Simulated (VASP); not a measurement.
Level of theory: r2SCAN meta-GGA, VASP's PBE PAW potentials (set 64) (plane waves; VASP).

A VASP calculation is set up with these files.

**POSCAR**
```
CsPbI3
1.0
  6.3492630852   0.0000000000   0.0000000000
  0.0000000000   6.3492630852   0.0000000000
  0.0000000000   0.0000000000   6.3492630852
Cs Pb I
1 1 3
Cart
  0.0000000000   0.0000000000   0.0000000000
  3.1746315426   3.1746315426   3.1746315426
  3.1746315426   0.0000000000   3.1746315426
  0.0000000000   3.1746315426   3.1746315426
  3.1746315426   3.1746315426   0.0000000000
```

### KPOINTS
```
K-points
0
Gamma
3 3 3
0 0 0
```

### INCAR
```
! general
SYSTEM =CsPbI3
PREC   =Accurate
ENCUT  =520   ! plane-wave cut-off (eV)
LREAL  =.FALSE.
LASPH  =.TRUE.   ! aspherical one-centre terms

! electronic loop
EDIFF  =1E-6   ! SCF stop (eV)
NELM   =100   ! most electronic steps
ALGO   =Normal   ! blocked Davidson
LMAXMIX=4   ! l cut-off of mixed one-centre charges
LMIXTAU=.TRUE.

! smearing
ISMEAR =0
SIGMA  =0.05   ! width (eV)

! functional
METAGGA=R2SCAN

! ions
IBRION =2
NSW    =60   ! most ionic steps
ISIF   =3
EDIFFG =-0.02

! output
LWAVE  =.FALSE.
LCHARG =.FALSE.
```

POTCAR, in this order: Cs_sv Pb_d I (PBE.64 set). Program: vasp_std.

The run wrote:

**OSZICAR**
```
       N       E                     dE             d eps       ncg     rms          rms(c)
DAV:   1     0.226990932803E+03    0.22699E+03   -0.18484E+04   208   0.148E+03
DAV:   2    -0.121770733086E+03   -0.34876E+03   -0.34208E+03   254   0.316E+02
DAV:   3    -0.168144432661E+03   -0.46374E+02   -0.46216E+02   264   0.126E+02
DAV:   4    -0.169852428100E+03   -0.17080E+01   -0.17061E+01   272   0.310E+01
DAV:   5    -0.169909979311E+03   -0.57551E-01   -0.57541E-01   292   0.498E+00    0.407E+00
DAV:   6    -0.165020000489E+03    0.48900E+01   -0.23019E+00   252   0.187E+01    0.353E+00
DAV:   7    -0.160210147085E+03    0.48099E+01   -0.13813E+00   208   0.746E+00    0.198E+00
DAV:   8    -0.160586532025E+03   -0.37638E+00   -0.81453E-01   224   0.563E+00    0.552E-01
DAV:   9    -0.160848262614E+03   -0.26173E+00   -0.16413E-01   218   0.281E+00    0.493E-01
DAV:  10    -0.160835757690E+03    0.12505E-01   -0.10776E-01   212   0.275E+00    0.373E-01
DAV:  11    -0.160829095878E+03    0.66618E-02   -0.54962E-02   220   0.211E+00    0.113E-01
DAV:  12    -0.160921956313E+03   -0.92860E-01   -0.81842E-02   212   0.246E+00    0.211E-01
DAV:  13    -0.160919535732E+03    0.24206E-02   -0.93104E-03   232   0.767E-01    0.121E-01
DAV:  14    -0.160922419300E+03   -0.28836E-02   -0.22711E-03   222   0.369E-01    0.344E-02
DAV:  15    -0.160922789526E+03   -0.37023E-03   -0.70445E-03   212   0.695E-01    0.299E-02
DAV:  16    -0.160925163259E+03   -0.23737E-02   -0.14419E-03   216   0.299E-01    0.170E-02
DAV:  17    -0.160925218252E+03   -0.54993E-04   -0.28925E-05   264   0.462E-02    0.198E-02
DAV:  18    -0.160925302018E+03   -0.83766E-04   -0.94764E-05   216   0.793E-02    0.959E-03
DAV:  19    -0.160925296135E+03    0.58830E-05   -0.20762E-05   268   0.415E-02    0.942E-03
DAV:  20    -0.160925302661E+03   -0.65264E-05   -0.47610E-06   216   0.208E-02    0.419E-03
DAV:  21    -0.160925308172E+03   -0.55107E-05   -0.44006E-06   184   0.200E-02    0.320E-03
DAV:  22    -0.160925308377E+03   -0.20546E-06   -0.97920E-07   136   0.866E-03
   1 F= -.16092531E+03 E0= -.16092531E+03  d E =-.160925E+03
       N       E                     dE             d eps       ncg     rms          rms(c)
DAV:   1    -0.160995882201E+03   -0.70574E-01   -0.20469E+00   248   0.144E+01    0.146E+00
DAV:   2    -0.160941839755E+03    0.54042E-01   -0.10865E-01   226   0.363E+00    0.565E-01
DAV:   3    -0.160928708804E+03    0.13131E-01   -0.50771E-02   236   0.216E+00    0.241E-01
DAV:   4    -0.160930048418E+03   -0.13396E-02   -0.60220E-03   210   0.590E-01    0.155E-01
DAV:   5    -0.160929630260E+03    0.41816E-03   -0.36768E-03   208   0.450E-01    0.853E-02
DAV:   6    -0.160930704540E+03   -0.10743E-02   -0.13302E-03   208   0.290E-01    0.239E-02
DAV:   7    -0.160930732340E+03   -0.27800E-04   -0.22805E-04   212   0.134E-01    0.989E-03
DAV:   8    -0.160930782616E+03   -0.50276E-04   -0.15289E-04   212   0.104E-01    0.634E-03
DAV:   9    -0.160930802902E+03   -0.20286E-04   -0.17236E-05   216   0.343E-02    0.358E-03
DAV:  10    -0.160930803130E+03   -0.22761E-06   -0.46445E-06   180   0.184E-02
   2 F= -.16093080E+03 E0= -.16093080E+03  d E =-.549475E-02
       N       E                     dE             d eps       ncg     rms          rms(c)
DAV:   1    -0.160938855792E+03   -0.80529E-02   -0.24349E-01   248   0.505E+00    0.499E-01
DAV:   2    -0.160932500678E+03    0.63551E-02   -0.12758E-02   226   0.124E+00    0.194E-01
DAV:   3    -0.160930906264E+03    0.15944E-02   -0.60514E-03   234   0.748E-01    0.813E-02
DAV:   4    -0.160931114540E+03   -0.20828E-03   -0.74147E-04   208   0.207E-01    0.528E-02
DAV:   5    -0.160931048561E+03    0.65978E-04   -0.44372E-04   212   0.155E-01    0.303E-02
DAV:   6    -0.160931201629E+03   -0.15307E-03   -0.16456E-04   208   0.100E-01    0.825E-03
DAV:   7    -0.160931205941E+03   -0.43117E-05   -0.26072E-05   208   0.460E-02    0.363E-03
DAV:   8    -0.160931210824E+03   -0.48830E-05   -0.18688E-05   208   0.362E-02    0.231E-03
DAV:   9    -0.160931213457E+03   -0.26333E-05   -0.24458E-06   180   0.130E-02    0.125E-03
DAV:  10    -0.160931213310E+03    0.14702E-06   -0.48549E-07   132   0.603E-03
   3 F= -.16093121E+03 E0= -.16093121E+03  d E =-.590493E-02
```

**OUTCAR**
```
------------------------ aborting loop because EDIFF is reached ----------------------------------------
  FORCE on cell =-STRESS in cart. coord.  units (eV):
  Direction    XX          YY          ZZ          XY          YZ          ZX
  --------------------------------------------------------------------------------------
  Total       -0.0035636     -0.0035636     -0.0035636      0.0000000      0.0000000      0.0000000
  in kB       -0.0227846     -0.0227846     -0.0227846      0.0000000      0.0000000      0.0000000
  external PRESSURE =      -0.0227846 kB  Pullay stress =       0.0000000 kB
  volume of cell :      250.58
      direct lattice vectors                 reciprocal lattice vectors
     6.304497754  0.000000000  0.000000000     0.158616917 -0.000000000  0.000000000
     0.000000000  6.304497754  0.000000000     0.000000000  0.158616917 -0.000000000
    -0.000000000  0.000000000  6.304497754    -0.000000000  0.000000000  0.158616917
 POSITION                                       TOTAL-FORCE (eV/Angst)
 -----------------------------------------------------------------------------------
      0.00000      0.00000      0.00000         0.000000     -0.000000      0.000000
      3.15225      3.15225      3.15225        -0.000000      0.000000      0.000000
      3.15225      0.00000      3.15225         0.000000     -0.000000      0.000000
      0.00000      3.15225      3.15225         0.000000     -0.000000      0.000000
      3.15225      3.15225      0.00000         0.000000     -0.000000      0.000000
 -----------------------------------------------------------------------------------
    total drift:                                0.000000     -0.000000     -0.000000
  FREE ENERGIE OF THE ION-ELECTRON SYSTEM (eV)
  ---------------------------------------------------
  free  energy   TOTEN  =      -160.9312133101 eV

  energy  without entropy=     -160.9312133101  energy(sigma->0) =     -160.93121331

 reached required accuracy - stopping structural energy minimisation
```
(Selected blocks of OUTCAR.)

File CONTCAR:
```
CsPbI3
   1.00000000000000
     6.3044977544449416    0.0000000000000000    0.0000000000000000
     0.0000000000000000    6.3044977544449416    0.0000000000000000
    -0.0000000000000000    0.0000000000000000    6.3044977544449416
  Cs              Pb              I
     1     1     3
Direct
     0.0000000000000000    0.0000000000000000    0.0000000000000000
     0.5000000000000000    0.5000000000000000    0.5000000000000000
     0.5000000000000000    0.0000000000000000    0.5000000000000000
     0.0000000000000000    0.5000000000000000    0.5000000000000000
     0.5000000000000000    0.5000000000000000    0.0000000000000000
```

OUTCAR:
```
 val. band max:        0.4105491016   @ k =   0.3333   0.3333   0.3333

 cond. band min:       4.3854904461   @ k =   0.3333   0.3333   0.3333


 Fermi energy:         0.6372012414

 k-point     1 :       0.0000    0.0000    0.0000
  band No.  band energies     occupation
      1     -20.6307      2.00000
      2     -15.7755      2.00000
      3     -15.7755      2.00000
      4     -15.7010      2.00000
      5     -15.7010      2.00000
      6     -15.7010      2.00000
      7     -11.3223      2.00000
      8     -10.4692      2.00000
      9     -10.4692      2.00000
     10      -7.0431      2.00000
     11      -7.0431      2.00000
     12      -7.0431      2.00000
     13      -5.4425      2.00000
     14      -2.2981      2.00000
     15      -2.2981      2.00000
     16      -2.2981      2.00000
     17      -0.0329      2.00000
     18      -0.0329      2.00000
     19      -0.0329      2.00000
     20       0.1011      2.00000
     21       0.1011      2.00000
     22       0.1011      2.00000
     23       5.0066      0.00000
     24       5.8935      0.00000
     25       5.8935      0.00000
     26       6.3887      0.00000

 k-point     2 :       0.3333    0.0000    0.0000
  band No.  band energies     occupation
      1     -20.6305      2.00000
      2     -15.7755      2.00000
      3     -15.7645      2.00000
      4     -15.7015      2.00000
      5     -15.7015      2.00000
      6     -15.7010      2.00000
      7     -11.1768      2.00000
      8     -10.6537      2.00000
      9     -10.4671      2.00000
     10      -7.0392      2.00000
     11      -7.0392      2.00000
     12      -7.0332      2.00000
     13      -5.9561      2.00000
     14      -2.2141      2.00000
     15      -2.2141      2.00000
     16      -0.9953      2.00000
     17      -0.1755      2.00000
     18      -0.1755      2.00000
     19      -0.1398      2.00000
     20       0.0171      2.00000
     21       0.0171      2.00000
     22       0.1661      2.00000
...
```

Energy and stress use the plane-wave basis of the starting cell. Unless said otherwise, spin-orbit coupling is left out, though it shifts the bands of the heavy elements here.

The compound is CsPbI3 in the cubic perovskite structure, the ideal cubic form; the compound distorts at low or room temperature. This run relaxes it. Symmetry was kept, so distortions that lower it aren't found. The start is the result of an earlier pass.
